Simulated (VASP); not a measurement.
# Cl2 in VASP: a series of runs

The runs below take Cl2 through relaxation of the atoms, with PBEsol.

Program: VASP 6.6.1. These are calculated values, not measurements. Logs are shortened: lines on timing, memory, paths and dates and some standing lists are left out, and cuts for length are marked.

### Step 1. Starting point

The cell holds a molecule in a box, 2 atoms: a = 10.000 Å, b = 10.500 Å, c = 11.000 Å, α = 90.00°, β = 90.00°, γ = 90.00°.

### Step 2. Relaxation of the atoms, PBEsol

INCAR

```
ALGO = Normal ; EDIFF = 1E-7
EDIFFG = -0.005 ; ENCUT = 300
GGA = PS ; IBRION = 2
ISIF = 2 ; ISMEAR = 0
ISYM = 0 ; LASPH = T
LCHARG = F ; LREAL = F
LWAVE = F ; NELM = 80
NSW = 90 ; PREC = Accurate
SIGMA = 0.02
```

KPOINTS

```
k-points
0
Gamma
  1 1 1
```

POSCAR

```
Cl
1.0
   10.0000000000      0.0000000000      0.0000000000
    0.0000000000     10.5000000000      0.0000000000
    0.0000000000      0.0000000000     11.0000000000
Cl
2
Direct
    0.5000000000      0.5000000000      0.4095454500
    0.5000000000      0.5000000000      0.5904545500
```

Potentials or basis: VASP PAW PBE potentials, release 64 (Cl).

Command:

```bash
> cat potpaw_PBE.64/Cl/POTCAR > POTCAR
> mpirun -np 1 vasp_std > vasp.out
```

OUTCAR:

```text
EDIFF = 1E-7
   EDIFFG = -0.005
   ENCUT = 300
   GGA = PS
   IBRION = 2
   ISIF = 2
   ISMEAR = 0
   ISYM = 0
   LASPH = T
   LREAL = F
   NELM = 80
   NSW = 90
   PREC = Accurate

 ion  position               nearest neighbor table
   1  0.500  0.500  0.410-   2 1.99
   2  0.500  0.500  0.590-   1 1.99

IMPORTANT INFORMATION: All symmetrisations will be switched off!
NOSYMM: (Re-)initialisation of all symmetry stuff for point group C_1.

----------------------------------------------------------------------------------------

                                     Primitive cell

  volume of cell :    1155.0000

  direct lattice vectors                    reciprocal lattice vectors
    10.000000000  0.000000000  0.000000000     0.100000000  0.000000000  0.000000000
     0.000000000 10.500000000  0.000000000     0.000000000  0.095238095  0.000000000
     0.000000000  0.000000000 11.000000000     0.000000000  0.000000000  0.090909091

  length of vectors
    10.000000000 10.500000000 11.000000000     0.100000000  0.095238095  0.090909091

  position of ions in fractional coordinates (direct lattice)
     0.500000000  0.500000000  0.409545450
     0.500000000  0.500000000  0.590454550

  ion indices of the primitive-cell ions
   primitive index   ion index
                 1           1
                 2           2

----------------------------------------------------------------------------------------

 KPOINTS: k-points

Automatic generation of k-mesh.
 Grid dimensions read from file:
 generate k-points for:    1    1    1

 Generating k-lattice:

  Cartesian coordinates                     Fractional coordinates (reciprocal lattice)
     0.100000000  0.000000000  0.000000000     1.000000000  0.000000000  0.000000000
     0.000000000  0.095238095  0.000000000     0.000000000  1.000000000  0.000000000
     0.000000000  0.000000000  0.090909091     0.000000000  0.000000000  1.000000000

  Length of vectors
     0.100000000  0.095238095  0.090909091

  Shift w.r.t. Gamma in fractional coordinates (k-lattice)
     0.000000000  0.000000000  0.000000000

 Subroutine IBZKPT returns following result:
 ===========================================

 Found      1 irreducible k-points:

 Following reciprocal coordinates:
            Coordinates               Weight
  0.000000  0.000000  0.000000      1.000000
   k-points           NKPTS =      1   k-points in BZ     NKDIM =      1   number of bands    NBANDS=     11
   number of dos      NEDOS =    301   number of ions     NIONS =      2
   total plane-waves  NPLWV = 215040
   dimension x,y,z NGX =    56 NGY =   60 NGZ =   64
   dimension x,y,z NGXF=   112 NGYF=  120 NGZF=  128
   ions per type =               2
   NGX,Y,Z   is equivalent  to a cutoff of   9.31,  9.50,  9.67 a.u.
   NGXF,Y,Z  is equivalent  to a cutoff of  18.62, 19.00, 19.34 a.u.
 SYSTEM =  unknown system
   PREC   = accura    normal or accurate (medium, high low for compatibility)
   ISTART =      0    job   : 0-new  1-cont  2-samecut
   ICHARG =      2    charge: 1-file 2-atom 10-const
   ISPIN  =      1    spin polarized calculation?
   LNONCOLLINEAR =      F non collinear calculations
   LSORBIT =      F    spin-orbit coupling
   LASPH  =      T    aspherical Exc in radial PAW
   ENCUT  =  300.0 eV  22.05 Ry    4.70 a.u.  14.12 14.83 15.53*2*pi/ulx,y,z
   NELM   =     80;   NELMIN=  2; NELMDL= -5     # of ELM steps
   EDIFF  = 0.1E-06   stopping-criterion for ELM
   LREAL  =      F    real-space projection
   EDIFFG = -.5E-02   stopping-criterion for IOM
   NSW    =     90    number of steps for IOM
   IBRION =      2    ionic relax: 0-MD 1-quasi-New 2-CG
   NFREE  =      1    steps in history (QN), initial steepest desc. (CG)
   ISIF   =      2    stress and relaxation
   ISYM   =      0    0-nonsym 1-usesym 2-fastsym
   POTIM  = 0.5000    time-step for ionic-motion
   TEBEG  =    0.0;   TEEND  =   0.0 temperature during run
   PSTRESS=    0.0 pullay stress
   NELECT =      14.0000    total number of electrons
   NUPDOWN=      -1.0000    fix difference up-down
   EMIN   =  10.00;   EMAX   =-10.00  energy-range for DOS
   EFERMI =   0.00;   METHOD = LEGACY
   ISMEAR =     0;   SIGMA  =   0.02  broadening in eV -4-tet -1-fermi 0-gaus
   EFERMI_NEDOS =   21; number of points for ismear=-14 and -15
   IALGO  =     38    algorithm
   IMIX   =      4    mixing-type and parameters
     AMIX     =   0.40;   BMIX     =  1.00
     AMIX_MAG =   1.60;   BMIX_MAG =  1.00
  volume/ion in A,a.u.               =     577.50      3897.16
  Fermi-wavevector in a.u.,A,eV,Ry     =   0.376060  0.710650  1.924149  0.141421
  Thomas-Fermi vector in A             =   1.307622
   LORBIT       =      0    0 simple, 1 ext, 2 COOP (PROOUT), +10 PAW based schemes
   GGA     = PS    functional components
   LHFCALC =     F    Hartree Fock is set to
   AEXX    =    0.0000 exact exchange contribution
   IVDW    =     0    specifies the selected vdW correction
   LEPSILON=     F    determine dielectric tensor
   LRPA    =     F    only Hartree local field effects (RPA)
 conjugate gradient relaxation of ions
 non-spin polarized calculation
 Gauss-broadening in eV      SIGMA  =   0.02
  energy-cutoff  :      300.00
  volume of cell :     1155.00
 maximum number of plane-waves:     13647
   NGX = 29   NGY = 29   NGZ = 31

--------------------------------------- Ionic step        1  -------------------------------------------

 number of electron      14.0000016 magnetization

 Free energy of the ion-electron system (eV)
  ---------------------------------------------------
  ext. energy  EPLUGINS =         0.00000000
  ---------------------------------------------------
  free energy    TOTEN  =        -3.83645996 eV

  energy without entropy =       -3.83645996  energy(sigma->0) =       -3.83645996

------------------------ aborting loop because EDIFF is reached ----------------------------------------

  FORCE on cell =-STRESS in cart. coord.  units (eV):
  Direction    XX          YY          ZZ          XY          YZ          ZX
  --------------------------------------------------------------------------------------
  -------------------------------------------------------------------------------------
  Total       -0.2247074     -0.2141587     -0.5069762     -0.0000000      0.0000000     -0.0000000
  in kB       -0.3117066     -0.2970738     -0.7032604     -0.0000000      0.0000000     -0.0000000
  external PRESSURE =      -0.4373469 kB  Pullay stress =       0.0000000 kB

 VOLUME and BASIS-vectors are now :
 -----------------------------------------------------------------------------
  energy-cutoff  :      300.00
  volume of cell :     1155.00
      direct lattice vectors                 reciprocal lattice vectors
    10.000000000  0.000000000  0.000000000     0.100000000  0.000000000  0.000000000
     0.000000000 10.500000000  0.000000000     0.000000000  0.095238095  0.000000000
     0.000000000  0.000000000 11.000000000     0.000000000  0.000000000  0.090909091

 POSITION                                       TOTAL-FORCE (eV/Angst)
 -----------------------------------------------------------------------------------
      5.00000      5.25000      4.50500         0.000000      0.000000      0.179960
      5.00000      5.25000      6.49500        -0.000000     -0.000000     -0.179960
 -----------------------------------------------------------------------------------
    total drift:                               -0.000000     -0.000000      0.000000

  FREE ENERGIE OF THE ION-ELECTRON SYSTEM (eV)
  ---------------------------------------------------
  free  energy   TOTEN  =        -3.8364599611 eV

  energy  without entropy=       -3.8364599611  energy(sigma->0) =       -3.83645996

--------------------------------------- Ionic step        2  -------------------------------------------

 number of electron      14.0000015 magnetization

------------------------ aborting loop because EDIFF is reached ----------------------------------------

  FORCE on cell =-STRESS in cart. coord.  units (eV):
  Direction    XX          YY          ZZ          XY          YZ          ZX
  --------------------------------------------------------------------------------------
  -------------------------------------------------------------------------------------
  Total       -0.2268573     -0.2163703      0.1814429      0.0000000     -0.0000000     -0.0000000
  in kB       -0.3146888     -0.3001416      0.2516915      0.0000000     -0.0000000     -0.0000000
  external PRESSURE =      -0.1210463 kB  Pullay stress =       0.0000000 kB

 VOLUME and BASIS-vectors are now :
 -----------------------------------------------------------------------------
  energy-cutoff  :      300.00
  volume of cell :     1155.00
      direct lattice vectors                 reciprocal lattice vectors
    10.000000000  0.000000000  0.000000000     0.100000000  0.000000000  0.000000000
     0.000000000 10.500000000  0.000000000     0.000000000  0.095238095  0.000000000
     0.000000000  0.000000000 11.000000000     0.000000000  0.000000000  0.090909091

 POSITION                                       TOTAL-FORCE (eV/Angst)
 -----------------------------------------------------------------------------------
      5.00000      5.25000      4.51368        -0.000000     -0.000000     -0.167244
      5.00000      5.25000      6.48632         0.000000      0.000000      0.167244
 -----------------------------------------------------------------------------------
    total drift:                                0.000000      0.000000     -0.000000

  FREE ENERGIE OF THE ION-ELECTRON SYSTEM (eV)
  ---------------------------------------------------
  free  energy   TOTEN  =        -3.8366155182 eV

  energy  without entropy=       -3.8366155182  energy(sigma->0) =       -3.83661552

--------------------------------------- Ionic step        3  -------------------------------------------

 number of electron      14.0000015 magnetization

 Free energy of the ion-electron system (eV)
  ---------------------------------------------------
  ext. energy  EPLUGINS =         0.00000000
  ---------------------------------------------------
  free energy    TOTEN  =        -3.83729297 eV

  energy without entropy =       -3.83729297  energy(sigma->0) =       -3.83729297

 E-fermi :  -6.8106     XC(G=0):  -0.8022

 val. band max:       -6.9172324002   @ k =   0.0000   0.0000   0.0000
 cond. band min:      -3.8053563923   @ k =   0.0000   0.0000   0.0000
 fundamental gap:      3.1118760079
 Fermi energy:        -6.8105571541

 k-point     1 :       0.0000    0.0000    0.0000
  band No.  band energies     occupation
      1     -23.2783      2.00000
      2     -18.8763      2.00000
      3     -11.6738      2.00000
      4      -9.6747      2.00000
      5      -9.6745      2.00000
      6      -6.9175      2.00000
      7      -6.9172      2.00000
      8      -3.8054      0.00000
      9      -0.2570      0.00000
     10       0.9188      0.00000
     11       1.0493      0.00000

------------------------ aborting loop because EDIFF is reached ----------------------------------------

  FORCE on cell =-STRESS in cart. coord.  units (eV):
  Direction    XX          YY          ZZ          XY          YZ          ZX
  --------------------------------------------------------------------------------------
  -------------------------------------------------------------------------------------
  Total       -0.2260954     -0.2155833     -0.1483315      0.0000000      0.0000000     -0.0000000
  in kB       -0.3136320     -0.2990499     -0.2057605      0.0000000      0.0000000     -0.0000000
  external PRESSURE =      -0.2728142 kB  Pullay stress =       0.0000000 kB

 VOLUME and BASIS-vectors are now :
 -----------------------------------------------------------------------------
  energy-cutoff  :      300.00
  volume of cell :     1155.00
      direct lattice vectors                 reciprocal lattice vectors
    10.000000000  0.000000000  0.000000000     0.100000000  0.000000000  0.000000000
     0.000000000 10.500000000  0.000000000     0.000000000  0.095238095  0.000000000
     0.000000000  0.000000000 11.000000000     0.000000000  0.000000000  0.090909091

 POSITION                                       TOTAL-FORCE (eV/Angst)
 -----------------------------------------------------------------------------------
      5.00000      5.25000      4.50960         0.000000      0.000000     -0.000296
      5.00000      5.25000      6.49040        -0.000000     -0.000000      0.000296
 -----------------------------------------------------------------------------------
    total drift:                               -0.000000      0.000000      0.000000

  FREE ENERGIE OF THE ION-ELECTRON SYSTEM (eV)
  ---------------------------------------------------
  free  energy   TOTEN  =        -3.8372929691 eV

  energy  without entropy=       -3.8372929691  energy(sigma->0) =       -3.83729297

 reached required accuracy - stopping structural energy minimisation
```

It took 44 s on 1 thread of Intel Xeon 6975P-C (Granite Rapids), shared host; peak memory 0.49 GiB.

Results:

* Free energy: -3.8373 eV
* Energy gained by relaxing: 0.4 meV/atom
* Ionic steps: 3
* Gap between the frontier levels: 3.11 eV

The path:
| step | energy change (eV) | largest force (eV/Å) | pressure (GPa) |
| --- | --- | --- | --- |
| 1 | 0.0000 | 0.1800 | -0.04 |
| 2 | -0.0002 | 0.1672 | -0.01 |
| 3 | -0.0008 | 0.0003 | -0.03 |

Final structure:
```
Cl
1.0
    10.00000    0.00000    0.00000
     0.00000   10.50000    0.00000
     0.00000    0.00000   11.00000
Cl
2
Direct
  0.50000 0.50000 0.40996
  0.50000 0.50000 0.59004
```

Caveat: the cutoff is under 1.25 times the usual one of these potentials, so pressure, stress and relaxed cells hold a basis-set (Pulay) error; the PAW data sets were made with another functional, which shifts forces and pressure a little.

### Step 3. Relaxation of the atoms, PBEsol

INCAR, as its differences from that of step 2:

```diff
@@ -1,3 +1,3 @@
 ALGO = Normal ; EDIFF = 1E-7
-EDIFFG = -0.005 ; ENCUT = 300
+EDIFFG = -0.005 ; ENCUT = 520
 GGA = PS ; IBRION = 2
```

KPOINTS is that of step 2.

POSCAR is that of step 2.

Potentials or basis: VASP PAW PBE potentials, release 64 (Cl).

Command:

```bash
> cat potpaw_PBE.64/Cl/POTCAR > POTCAR
> mpirun -np 1 vasp_std > vasp.out
```

It took 2.5 min on 1 thread of Intel Xeon 6975P-C (Granite Rapids), shared host; peak memory 1 GiB.

Results (log left out):

| Quantity | Value |
| --- | --- |
| Free energy | -3.8441 eV |
| Energy gained by relaxing | 0.5 meV/atom |
| Ionic steps | 3 |
| Gap between the frontier levels | 3.12 eV |

The path:
| step | energy change (eV) | largest force (eV/Å) | pressure (GPa) |
| --- | --- | --- | --- |
| 1 | 0.0000 | 0.1917 | -0.02 |
| 2 | -0.0002 | 0.1769 | 0.01 |
| 3 | -0.0009 | 0.0003 | 0.00 |

Final structure:
```
Cl
1.0
    10.00000    0.00000    0.00000
     0.00000   10.50000    0.00000
     0.00000    0.00000   11.00000
Cl
2
Direct
  0.50000 0.50000 0.40999
  0.50000 0.50000 0.59001
```

Levels at points of the mesh, in eV from the valence-band top:
| k point | band 5 | band 6 | band 7 | band 8 | band 9 | band 10 |
| --- | --- | --- | --- | --- | --- | --- |
| (0.00, 0.00, 0.00) | -2.76 | 0.00 | 0.00 | 3.12 | 6.66 | 7.85 |

Caveat: the PAW data sets were made with another functional, which shifts forces and pressure a little.
